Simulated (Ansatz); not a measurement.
Li₃N (space group P6/mmm, No. 191)

Space group P6/mmm (No. 191); a = 3.610 Å, b = 3.610 Å, c = 3.856 Å, α = 90.00°, β = 90.00°, γ = 120.00°

| atom | site | symmetry | x | y | z |
|---|---|---|---|---|---|
| Li | 1b | 6/mmm | 0.0000 | 0.0000 | 0.5000 |
| Li | 2c | -6m2 | 0.3333 | 0.6667 | 0.0000 |
| N | 1a | 6/mmm | 0.0000 | 0.0000 | 0.0000 |

The values are results of r2SCAN/PAW in Ansatz (an electronic-structure program), no SOC, not measurements. Settings: 11×11×9 k-points, 0.05 eV Fermi–Dirac smearing.

```yaml
volume_per_atom: 10.88 Å³
density: 1.33 g/cm³
band_gap: 1.48 eV, indirect, A → Γ
electron_mass: 0.32 mₑ along c, 0.35 mₑ across
total_energy: -250.499 eV/atom (σ→0; compares only within this code and set-up)
```

Masses are band curvatures over ±0.01 Å⁻¹ around the edge. No phonon test of stability was made.
